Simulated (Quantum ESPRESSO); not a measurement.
# NiO2 (P-3m1) in Quantum ESPRESSO: reference runs

How does NiO2 come out in PBEsol? The cell is run as given and disturbed.

All numbers are computed with Quantum ESPRESSO 7.5; they aren't measurements. Logs are shortened: lines on timing, memory, paths and dates and some standing lists are left out, and cuts for length are marked.

### 1 The structure

The structure is trigonal, space group P-3m1 (No. 164). Conventional cell: a = 2.799 Å, b = 2.799 Å, c = 4.618 Å, α = 90.00°, β = 90.00°, γ = 120.00°. Around Ni (site symmetry -3m) lie 6 O at 1.88 Å. Around O (site symmetry 3m) lie 3 Ni at 1.88 Å.

The cell comes from a database or a generator and needn't be the stable form of this composition.

### 2 Single point, PBEsol, collinear spin, ferromagnetic start

Input file pw.in:

```
&CONTROL
  calculation = 'scf'
  prefix = 'pwscf'
  outdir = './tmp'
  pseudo_dir = './pseudo'
  tprnfor = .true.
  tstress = .true.
  disk_io = 'low'
/
&SYSTEM
  ibrav = 0
  celldm(1) = 8
  nat = 3
  ntyp = 2
  ecutwfc = 45
  ecutrho = 360
  nbnd = 25
  occupations = 'smearing'
  smearing = 'fd'
  degauss = 0.00367493
  nspin = 2
  starting_magnetization(1) = 0.0556
  starting_magnetization(2) = 0
/
&ELECTRONS
  conv_thr = 6d-10
  electron_maxstep = 120
  mixing_beta = 0.3
/
ATOMIC_SPECIES
Ni    58.6934 ni_pbesol_v1.4.uspp.F.UPF
O     15.9990 o_pbesol_v1.2.uspp.F.UPF
CELL_PARAMETERS alat
  0.6611164009274   0.0000000000000   0.0000000000000
 -0.3305582004637   0.5725435980756   0.0000000000000
  0.0000000000000   0.0000000000000   1.0909088923442
ATOMIC_POSITIONS crystal
Ni     0.0000000000    0.0000000000    0.5000000000
O      0.3333333333    0.6666666667    0.2939610000
O      0.6666666667    0.3333333333    0.7060390000
K_POINTS automatic
11 11 6 0 0 0
```

Input file pp_density.in:

```
&INPUTPP
  prefix = 'pwscf'
  outdir = './tmp'
  filplot = 'density.dat'
  plot_num = 0
/
&PLOT
  nfile = 1
  filepp(1) = 'density.dat'
  iflag = 3
  output_format = 6
  fileout = 'density.cube'
/
```

Input file pp_potential.in:

```
&INPUTPP
  prefix = 'pwscf'
  outdir = './tmp'
  filplot = 'potential.dat'
  plot_num = 11
/
&PLOT
  nfile = 1
  filepp(1) = 'potential.dat'
  iflag = 3
  output_format = 6
  fileout = 'potential.cube'
/
```

Input file pp_spin.in:

```
&INPUTPP
  prefix = 'pwscf'
  outdir = './tmp'
  filplot = 'spin.dat'
  plot_num = 6
/
&PLOT
  nfile = 1
  filepp(1) = 'spin.dat'
  iflag = 3
  output_format = 6
  fileout = 'spin.cube'
/
```

Potentials or basis: GBRV 1.5 PBEsol.

Command:

```bash
$ OMP_NUM_THREADS=1 mpirun -n 2 pw.x -nk 2 -in pw.in > pw.out
$ OMP_NUM_THREADS=1 mpirun -n 1 pp.x -in pp_density.in > pp_density.out
$ OMP_NUM_THREADS=1 mpirun -n 1 pp.x -in pp_potential.in > pp_potential.out
$ OMP_NUM_THREADS=1 mpirun -n 1 pp.x -in pp_spin.in > pp_spin.out
```

pw.out:

```text
This program is part of the open-source Quantum ESPRESSO suite
     for quantum simulation of materials; please cite
[... 13 lines left out ...]
     --------------------
     sticks:   dense  smooth     PW     G-vecs:    dense   smooth      PW
     Sum         685     349    109                24377     8677    1521

     Using Slab Decomposition

     bravais-lattice index     =            0
     lattice parameter (alat)  =       8.0000  a.u.
     unit-cell volume          =     211.4194 (a.u.)^3
     number of atoms/cell      =            3
     number of atomic types    =            2
     number of electrons       =        30.00
     number of Kohn-Sham states=           25
     kinetic-energy cutoff     =      45.0000  Ry
     charge density cutoff     =     360.0000  Ry
     scf convergence threshold =      6.0E-10
     mixing beta               =       0.3000
     number of iterations used =            8  plain     mixing
     Exchange-correlation= SLA  PW   PSX  PSC
                           (   1   4  10   8   0   0   0)

     celldm(1)=   8.000000  celldm(2)=   0.000000  celldm(3)=   0.000000
     celldm(4)=   0.000000  celldm(5)=   0.000000  celldm(6)=   0.000000

     crystal axes: (cart. coord. in units of alat)
               a(1) = (   0.661116   0.000000   0.000000 )
               a(2) = (  -0.330558   0.572544   0.000000 )
               a(3) = (   0.000000   0.000000   1.090909 )

     reciprocal axes: (cart. coord. in units 2 pi/alat)
               b(1) = (  1.512593  0.873296 -0.000000 )
               b(2) = (  0.000000  1.746592  0.000000 )
               b(3) = (  0.000000 -0.000000  0.916667 )

     PseudoPot. # 1 for Ni read from file:
     ni_pbesol_v1.4.uspp.F.UPF
     Pseudo is Ultrasoft + core correction, Zval = 18.0
     Generated by new atomic code, or converted to UPF format
     Using radial grid of  865 points,  6 beta functions with:
                l(1) =   0
                l(2) =   0
                l(3) =   1
                l(4) =   1
                l(5) =   2
                l(6) =   2
     Q(r) pseudized with 10 coefficients,  rinner =    0.980   0.980   0.980
                                                       0.980   0.980

     PseudoPot. # 2 for O  read from file:
     o_pbesol_v1.2.uspp.F.UPF
     Pseudo is Ultrasoft + core correction, Zval =  6.0
     Generated by new atomic code, or converted to UPF format
     Using radial grid of  737 points,  5 beta functions with:
                l(1) =   0
                l(2) =   0
                l(3) =   1
                l(4) =   1
                l(5) =   2
     Q(r) pseudized with  8 coefficients,  rinner =    0.900   0.900   0.900
                                                       0.900   0.900

     atomic species   valence    mass     pseudopotential
     Ni               18.00    58.69340     Ni( 1.00)
     O                 6.00    15.99900     O ( 1.00)

     Starting magnetic structure
     atomic species   magnetization
     Ni              0.056
     O               0.000

     12 Sym. Ops., with inversion, found

   Cartesian axes

     site n.     atom                  positions (alat units)
         1        Ni     tau(   1) = (   0.0000000   0.0000000   0.5454544  )
         2        O      tau(   2) = (  -0.0000000   0.3816957   0.3206847  )
         3        O      tau(   3) = (   0.3305582   0.1908479   0.7702242  )

     number of k points=    84  Fermi-Dirac smearing, width (Ry)=  0.0037
                       cart. coord. in units 2pi/alat
        k(    1) = (   0.0000000   0.0000000   0.0000000), wk =   0.0013774
        k(    2) = (   0.0000000   0.0000000   0.1527778), wk =   0.0027548
        k(    3) = (   0.0000000   0.0000000   0.3055556), wk =   0.0027548
        k(    4) = (   0.0000000   0.0000000  -0.4583334), wk =   0.0013774
        k(    5) = (   0.0000000   0.1587811   0.0000000), wk =   0.0082645
        k(    6) = (   0.0000000   0.1587811   0.1527778), wk =   0.0082645
[... 76 lines left out ...]
        k(   83) = (  -0.2750169   0.7939054  -0.1527778), wk =   0.0165289
        k(   84) = (  -0.2750169   0.7939054  -0.3055556), wk =   0.0165289

     Dense  grid:    24377 G-vectors     FFT dimensions: (  32,  32,  54)

     Smooth grid:     8677 G-vectors     FFT dimensions: (  24,  24,  40)

     Check: negative core charge=   -0.000004
     Generating pointlists ...
     new r_m :   0.1827 (alat units)  1.4618 (a.u.) for type    1
     new r_m :   0.1827 (alat units)  1.4618 (a.u.) for type    2

     Initial potential from superposition of free atoms

     starting charge      28.0000, renormalised to      30.0000
     Starting wfcs are   21 randomized atomic wfcs +    4 random wfcs

     Self-consistent Calculation

     iteration #  1     ecut=    45.00 Ry     beta= 0.30
     Davidson diagonalization with overlap
     ethr =  1.00E-02,  avg # of iterations =  5.7

     total energy              =    -396.16285707 Ry
     estimated scf accuracy    <      32.92829631 Ry

     total magnetization       =     0.39 Bohr mag/cell
     absolute magnetization    =     0.44 Bohr mag/cell

     iteration #  2     ecut=    45.00 Ry     beta= 0.30
     Davidson diagonalization with overlap
     ethr =  1.00E-02,  avg # of iterations =  3.0

     total energy              =    -406.47769735 Ry
     estimated scf accuracy    <      18.13063586 Ry

     total magnetization       =     0.03 Bohr mag/cell
     absolute magnetization    =     0.04 Bohr mag/cell

     iteration #  3     ecut=    45.00 Ry     beta= 0.30
     Davidson diagonalization with overlap
     ethr =  1.00E-02,  avg # of iterations =  2.0

     total energy              =    -406.99854067 Ry
     estimated scf accuracy    <       1.84619985 Ry

     total magnetization       =     0.02 Bohr mag/cell
     absolute magnetization    =     0.19 Bohr mag/cell

     iteration #  4     ecut=    45.00 Ry     beta= 0.30
     Davidson diagonalization with overlap
     ethr =  6.15E-03,  avg # of iterations =  1.2

     total energy              =    -407.33382438 Ry
     estimated scf accuracy    <       1.13672319 Ry

     total magnetization       =     0.00 Bohr mag/cell
     absolute magnetization    =     0.16 Bohr mag/cell

     iteration #  5     ecut=    45.00 Ry     beta= 0.30
     Davidson diagonalization with overlap
     ethr =  3.79E-03,  avg # of iterations =  1.0

     total energy              =    -407.40649782 Ry
     estimated scf accuracy    <       0.04640057 Ry

     total magnetization       =     0.00 Bohr mag/cell
     absolute magnetization    =     0.19 Bohr mag/cell

     iteration #  6     ecut=    45.00 Ry     beta= 0.30
     Davidson diagonalization with overlap
     ethr =  1.55E-04,  avg # of iterations =  2.3

     total energy              =    -407.37792722 Ry
     estimated scf accuracy    <       0.21038028 Ry

     total magnetization       =     0.00 Bohr mag/cell
     absolute magnetization    =     0.12 Bohr mag/cell

     iteration #  7     ecut=    45.00 Ry     beta= 0.30
     Davidson diagonalization with overlap
     ethr =  1.55E-04,  avg # of iterations =  2.0

     total energy              =    -407.41142126 Ry
     estimated scf accuracy    <       0.05899686 Ry

     total magnetization       =     0.00 Bohr mag/cell
     absolute magnetization    =     0.09 Bohr mag/cell

     iteration #  8     ecut=    45.00 Ry     beta= 0.30
     Davidson diagonalization with overlap
     ethr =  1.55E-04,  avg # of iterations =  1.0

     total energy              =    -407.41709676 Ry
     estimated scf accuracy    <       0.00019481 Ry

     total magnetization       =     0.00 Bohr mag/cell
     absolute magnetization    =     0.04 Bohr mag/cell

     iteration #  9     ecut=    45.00 Ry     beta= 0.30
     Davidson diagonalization with overlap
     ethr =  6.49E-07,  avg # of iterations =  2.8

     total energy              =    -407.41700828 Ry
     estimated scf accuracy    <       0.00225690 Ry

     total magnetization       =     0.00 Bohr mag/cell
     absolute magnetization    =     0.03 Bohr mag/cell

     iteration # 10     ecut=    45.00 Ry     beta= 0.30
     Davidson diagonalization with overlap
     ethr =  6.49E-07,  avg # of iterations =  1.8

     total energy              =    -407.41702063 Ry
     estimated scf accuracy    <       0.00032621 Ry

     total magnetization       =     0.00 Bohr mag/cell
     absolute magnetization    =     0.01 Bohr mag/cell

     iteration # 11     ecut=    45.00 Ry     beta= 0.30
     Davidson diagonalization with overlap
     ethr =  6.49E-07,  avg # of iterations =  1.2

     total energy              =    -407.41706841 Ry
     estimated scf accuracy    <       0.00004629 Ry

     total magnetization       =     0.00 Bohr mag/cell
     absolute magnetization    =     0.00 Bohr mag/cell

     iteration # 12     ecut=    45.00 Ry     beta= 0.30
     Davidson diagonalization with overlap
     ethr =  1.54E-07,  avg # of iterations =  1.0

     total energy              =    -407.41707220 Ry
     estimated scf accuracy    <       0.00000114 Ry

     total magnetization       =    -0.00 Bohr mag/cell
     absolute magnetization    =     0.00 Bohr mag/cell

     iteration # 13     ecut=    45.00 Ry     beta= 0.30
     Davidson diagonalization with overlap
     ethr =  3.81E-09,  avg # of iterations =  1.1

     total energy              =    -407.41707234 Ry
     estimated scf accuracy    <       0.00000012 Ry

     total magnetization       =    -0.00 Bohr mag/cell
     absolute magnetization    =     0.00 Bohr mag/cell

     iteration # 14     ecut=    45.00 Ry     beta= 0.30
     Davidson diagonalization with overlap
     ethr =  4.11E-10,  avg # of iterations =  1.9

     total energy              =    -407.41707239 Ry
     estimated scf accuracy    <          9.3E-09 Ry

     total magnetization       =    -0.00 Bohr mag/cell
     absolute magnetization    =     0.00 Bohr mag/cell

     iteration # 15     ecut=    45.00 Ry     beta= 0.30
     Davidson diagonalization with overlap
     ethr =  3.11E-11,  avg # of iterations =  2.0

     total energy              =    -407.41707240 Ry
     estimated scf accuracy    <          7.1E-10 Ry

     total magnetization       =    -0.00 Bohr mag/cell
     absolute magnetization    =     0.00 Bohr mag/cell

     iteration # 16     ecut=    45.00 Ry     beta= 0.30
     Davidson diagonalization with overlap
     ethr =  2.35E-12,  avg # of iterations =  2.0

     Magnetic moment per site  (integrated on atomic sphere of radius R)
     atom   1 (R=0.183)  charge= 15.0746  magn= -0.0000
     atom   2 (R=0.183)  charge=  5.0774  magn= -0.0000
     atom   3 (R=0.183)  charge=  5.0774  magn= -0.0000

     End of self-consistent calculation

     Number of k-points >= 100: set verbosity='high' to print the bands.

     the Fermi energy is     7.5599 ev

!    total energy              =    -407.41707242 Ry
     estimated scf accuracy    <          3.5E-10 Ry
     smearing contrib. (-TS)   =      -0.00000034 Ry
     internal energy E=F+TS    =    -407.41707208 Ry

     The total energy is F=E-TS. E is the sum of the following terms:
     one-electron contribution =    -353.82605476 Ry
     hartree contribution      =     189.26887836 Ry
     xc contribution           =     -49.23987572 Ry
     ewald contribution        =    -193.62001996 Ry

     total magnetization       =    -0.00 Bohr mag/cell
     absolute magnetization    =     0.00 Bohr mag/cell

     convergence has been achieved in  16 iterations

     Forces acting on atoms (cartesian axes, Ry/au):

     atom    1 type  1   force =    -0.00000000    0.00000000    0.00000000
     atom    2 type  2   force =     0.00000000    0.00000000    0.01611155
     atom    3 type  2   force =     0.00000000    0.00000000   -0.01611155

     Total force =     0.022785     Total SCF correction =     0.000002

     Computing stress (Cartesian axis) and pressure

          total   stress  (Ry/bohr**3)                   (kbar)     P=      -41.43
  -0.00029181  -0.00000000   0.00000000          -42.93       -0.00        0.00
   0.00000000  -0.00029181   0.00000000            0.00      -42.93        0.00
   0.00000000   0.00000000  -0.00026122            0.00        0.00      -38.43

=------------------------------------------------------------------------------=
   JOB DONE.
=------------------------------------------------------------------------------=
```

Wall time 75 s (2 MPI ranks of Intel Xeon at 2.70GHz, shared host); peak memory 0.28 GiB.

Results:

```yaml
Free_energy: -5543.1917 eV
Pressure: -4.1 GPa
Largest_force: 0.414 eV/Å
Band_gap_on_the_k_mesh: 0.92 eV, indirect (least direct gap 1.18 eV)
Net_moment: 0.00 μB per cell
Absolute_moment: 0.00 μB per cell
Valence_electrons_inside_the_program's_atomic_spheres: Ni 15.07; O 5.08
```

Forces on the atoms (eV/Å):
```
Ni   0.000  0.000  0.000
O    0.000  0.000  0.414
O    0.000  0.000 -0.414
```

Caveat: an odd mesh through Γ misses points on the zone boundary, where band edges often lie. Expect the measured gap to be larger: semilocal functionals such as PBEsol lack the derivative discontinuity.

### 3 Single point, PBEsol, collinear spin, ferromagnetic start (atoms moved at random, drawn with an rms of 0.05 Å)

Input file pw.in:

```
&CONTROL
  calculation = 'scf'
  prefix = 'pwscf'
  outdir = './tmp'
  pseudo_dir = './pseudo'
  tprnfor = .true.
  tstress = .true.
  disk_io = 'nowf'
/
&SYSTEM
  ibrav = 0
  nat = 3
  ntyp = 2
  ecutwfc = 45
  ecutrho = 360
  nbnd = 25
  occupations = 'smearing'
  smearing = 'fd'
  degauss = 0.00367493
  nspin = 2
  starting_magnetization(1) = 0.0556
  starting_magnetization(2) = 0
/
&ELECTRONS
  conv_thr = 6d-10
  electron_maxstep = 120
  mixing_beta = 0.3
/
ATOMIC_SPECIES
Ni    58.6934 ni_pbesol_v1.4.uspp.F.UPF
O     15.9990 o_pbesol_v1.2.uspp.F.UPF
CELL_PARAMETERS angstrom
   2.7987818650    0.0000000000    0.0000000000
  -1.3993909325    2.4238161948    0.0000000000
   0.0000000000    0.0000000000    4.6182730000
ATOMIC_POSITIONS crystal
Ni     0.0205120000    0.0253300000    0.4928640000
O      0.3270910000    0.6781210000    0.2919430000
O      0.6816100000    0.3323840000    0.7119440000
K_POINTS automatic
11 11 6 0 0 0
```

Potentials or basis: GBRV 1.5 PBEsol.

Command:

```bash
$ OMP_NUM_THREADS=1 mpirun -n 2 pw.x -nk 2 -in pw.in > pw.out
```

pw.out:

```text
This program is part of the open-source Quantum ESPRESSO suite
     for quantum simulation of materials; please cite
[... 10 lines left out ...]
     --------------------
     sticks:   dense  smooth     PW     G-vecs:    dense   smooth      PW
     Sum         685     349    109                24377     8677    1521

     Using Slab Decomposition

     bravais-lattice index     =            0
     lattice parameter (alat)  =       5.2889  a.u.
     unit-cell volume          =     211.4194 (a.u.)^3
     number of atoms/cell      =            3
     number of atomic types    =            2
     number of electrons       =        30.00
     number of Kohn-Sham states=           25
     kinetic-energy cutoff     =      45.0000  Ry
     charge density cutoff     =     360.0000  Ry
     scf convergence threshold =      6.0E-10
     mixing beta               =       0.3000
     number of iterations used =            8  plain     mixing
     Exchange-correlation= SLA  PW   PSX  PSC
                           (   1   4  10   8   0   0   0)

     celldm(1)=   5.288931  celldm(2)=   0.000000  celldm(3)=   0.000000
     celldm(4)=   0.000000  celldm(5)=   0.000000  celldm(6)=   0.000000

     crystal axes: (cart. coord. in units of alat)
               a(1) = (   1.000000   0.000000   0.000000 )
               a(2) = (  -0.500000   0.866025   0.000000 )
               a(3) = (   0.000000   0.000000   1.650101 )

     reciprocal axes: (cart. coord. in units 2 pi/alat)
               b(1) = (  1.000000  0.577350 -0.000000 )
               b(2) = (  0.000000  1.154701  0.000000 )
[... 54 lines left out ...]

     Check: negative core charge=   -0.000005
     Generating pointlists ...
     new r_m :   0.2705 (alat units)  1.4305 (a.u.) for type    1
     new r_m :   0.2705 (alat units)  1.4305 (a.u.) for type    2

     Initial potential from superposition of free atoms

     starting charge      28.0000, renormalised to      30.0000
     Starting wfcs are   21 randomized atomic wfcs +    4 random wfcs

     Self-consistent Calculation

     iteration #  1     ecut=    45.00 Ry     beta= 0.30
     Davidson diagonalization with overlap
     ethr =  1.00E-02,  avg # of iterations =  5.6

     total energy              =    -396.20255157 Ry
     estimated scf accuracy    <      32.77702398 Ry
[... 144 lines left out ...]
     iteration # 16     ecut=    45.00 Ry     beta= 0.30
     Davidson diagonalization with overlap
     ethr =  1.98E-11,  avg # of iterations =  2.0

     Magnetic moment per site  (integrated on atomic sphere of radius R)
     atom   1 (R=0.270)  charge= 14.9482  magn=  0.0000
     atom   2 (R=0.270)  charge=  4.9848  magn=  0.0001
     atom   3 (R=0.270)  charge=  4.9464  magn= -0.0001

     End of self-consistent calculation

     Number of k-points >= 100: set verbosity='high' to print the bands.

     the Fermi energy is     7.5305 ev

!    total energy              =    -407.40987957 Ry
     estimated scf accuracy    <          5.4E-10 Ry
     smearing contrib. (-TS)   =      -0.00000058 Ry
     internal energy E=F+TS    =    -407.40987899 Ry

     The total energy is F=E-TS. E is the sum of the following terms:
     one-electron contribution =    -350.66445187 Ry
     hartree contribution      =     187.70425337 Ry
     xc contribution           =     -49.21911097 Ry
     ewald contribution        =    -195.23056952 Ry

     total magnetization       =    -0.00 Bohr mag/cell
     absolute magnetization    =     0.00 Bohr mag/cell

     convergence has been achieved in  16 iterations

     Forces acting on atoms (cartesian axes, Ry/au):

     atom    1 type  1   force =    -0.01665751   -0.03959989    0.04929913
     atom    2 type  2   force =     0.02768680    0.01501916    0.00043113
     atom    3 type  2   force =    -0.01102929    0.02458073   -0.04973026

     Total force =     0.092018     Total SCF correction =     0.000035

     Computing stress (Cartesian axis) and pressure

          total   stress  (Ry/bohr**3)                   (kbar)     P=      -55.62
  -0.00033788  -0.00011720  -0.00032614          -49.70      -17.24      -47.98
  -0.00011720  -0.00036143   0.00009641          -17.24      -53.17       14.18
  -0.00032614   0.00009641  -0.00043490          -47.98       14.18      -63.98

=------------------------------------------------------------------------------=
   JOB DONE.
=------------------------------------------------------------------------------=
```

It took 4.3 min on 2 MPI ranks of Intel Xeon at 2.70GHz, shared host; peak memory 0.5 GiB.

Results:

- Free energy: -5543.0938 eV
- Pressure: -5.6 GPa
- Largest force: 1.681 eV/Å
- Band gap on the k mesh: 0.82 eV, indirect (least direct gap 1.09 eV)
- Net moment: 0.00 μB per cell
- Absolute moment: 0.00 μB per cell
- Valence electrons inside the program's atomic spheres: Ni 14.95; O 4.98, 4.95

Forces on the atoms (eV/Å):
```
Ni  -0.428 -1.018  1.268
O    0.712  0.386  0.011
O   -0.284  0.632 -1.279
```

Stress tensor (GPa, compression positive):
```
-4.97 -1.72 -4.80
-1.72 -5.32  1.42
-4.80  1.42 -6.40
```

Caveat: an odd mesh through Γ misses points on the zone boundary, where band edges often lie.
